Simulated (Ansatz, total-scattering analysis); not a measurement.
# Total scattering from Al2O3 at 2500 K

The model: ab initio molecular dynamics with Ansatz (PBE, plane waves, PAW set soft_1, Nose-Hoover chain, no spin, fixed volume). The average runs over 1.48 ps of 70 atoms, so shells between rare elements are rough. Mean temperature 2442 K, largest m.s.d. 2.13 Å², energy drift -59 meV an atom (last third less first, no steady trend); the first quarter of the run is discarded. Preparation: last frame of a classical run of this cell, a melt at this density, then 0.5 ps at 2500 K with a cheaper basis and a friction of 10 ps⁻¹ (mean temperature of the first stage 2657 K), too short to forget the start in full. So short a stretch relaxes bonds and nearest shells but still remembers its start. The density is set to 2.850 g/cm³. Composition: Al 40.0, O 60.0 atom %. Production: 123 frames 0.012 ps apart at 2500 K, fixed volume (mean pressure 3.3 GPa).

S(Q) is the Faber–Ziman total, Σ ci cj fi fj (Sij − 1)/⟨f⟩² + 1. Below 4 Å⁻¹ the partials are summed on the cell's own reciprocal vectors (from 0.67 Å⁻¹) and folded with a Gaussian of σ = 0.15 Å⁻¹; above it they are transforms of g(r) out to 6.4 Å, tapered over the last 40 %. The fold lowers sharp peaks, and with so few vectors their positions are good to about 0.1 Å⁻¹. X-rays take neutral-atom form factors, neutrons coherent lengths (Al 3.449, O 5.8037 fm). G(r) = 4πrρ₀[g(r) − 1] carries the resolution of a Lorch-windowed transform up to 20 Å⁻¹. The patterns are simulated, not measured. The cell is small: beyond half the box only the part of each shell inside it is counted, and low-Q values rest on few vectors.

Q: What peaks of S(Q) and neighbour shells come out?

Density 2.850 g/cm³, ρ₀ = 0.0842 Å⁻³. Mean square displacements over the run: Al 1.66, O 2.13 Å²; the sample is a liquid as far as so short a run tells.

Maxima of S(Q), Q in Å⁻¹ (height): X-ray: 2.27 (0.86), 4.43 (1.41), 7.72 (1.14), 11.19 (1.05); neutron: 2.71 (1.18), 4.62 (1.29), 7.65 (1.13).

```tsv
Q (Å⁻¹)	X-ray	neutron
0.80	0.06	0.05
1.10	0.18	0.14
1.40	0.46	0.34
1.70	0.64	0.46
2.00	0.70	0.46
2.30	0.86	0.72
2.60	0.73	1.11
2.90	0.73	1.07
3.20	0.74	0.85
3.50	0.91	0.88
3.80	1.08	0.97
4.10	1.29	1.11
4.40	1.41	1.26
4.70	1.33	1.29
5.00	1.11	1.19
5.30	0.88	0.99
5.60	0.77	0.83
5.90	0.79	0.79
6.20	0.86	0.83
6.50	0.92	0.90
6.80	0.97	0.96
7.10	1.04	1.04
7.40	1.11	1.11
7.70	1.14	1.13
8.00	1.11	1.10
8.30	1.05	1.04
8.60	0.99	0.99
8.90	0.95	0.96
9.20	0.93	0.94
9.50	0.93	0.94
9.80	0.94	0.95
10.10	0.97	0.97
10.40	1.00	1.00
10.70	1.03	1.03
11.00	1.04	1.04
11.30	1.05	1.04
11.60	1.04	1.03
11.90	1.02	1.02
```

Maxima of G(r), r in Å (Å⁻²): X-ray: 1.81 (2.31), 3.20 (0.74), 4.29 (0.32); neutron: 1.81 (1.57), 2.88 (0.96), 5.25 (0.56).

```
 pair  first peak (Å)  g there  first minimum (Å)  g there                  neighbours  X-ray weight (f = Z)  neutron weight
 Al–O            1.77      5.6               2.60     0.26  4.6 O per Al, 3.0 Al per O                  0.50            0.41
  O–O            2.80      2.2               3.94     0.60                        12.3                  0.23            0.51
Al–Al            3.15      2.2               4.02     0.60                         8.8                  0.27            0.08
```

Bonded neighbours (only these pairs count: cutoffs Al–O 2.6 Å): Al: 3 1.2 %, 4 47 %, 5 46 %, 6 4.8 %; O: 2 12 %, 3 73 %, 4 14 %, 5 0.6 %. For Al–O g doesn't fall to zero at the cutoff, so those shares hang on where it is put. Oxygen by network formers bound (Si, B, P, Ge and Al count): two 12 %, three or more 88 %. O–Al–O peak at 88° and Al–O–Al peak at 118°. These counts come from 15 frames.

Unlike atoms are nearest: the pair functions peak at 1.77 Å (Al–O) and 2.80 Å (O–O). The ratio of these peaks, 1.58 (±0.04), compares with 1.73 for a triangle, 1.63 for a tetrahedron and 1.41 for an octahedron, and Al has 4.6 anions. The weights that differ most between the probes (X-ray, neutron): O–O 0.23 and 0.51, Al–Al 0.27 and 0.08 and Al–O 0.50 and 0.41. At 2.71 Å⁻¹ neutrons show a peak (1.18) where X-rays give 0.72: term by term, w(S − 1) with f = Z as a rough X-ray weight: O–O +0.86 against +0.39, Al–Al +0.08 against +0.28 and Al–O -0.76 against -0.94 (neutron against X-ray).

[Logs are printed without paths, hosts, clocks, repeated set-up lines and the standing remarks that a program may print on its own settings, such as how far it seeks lower states.]
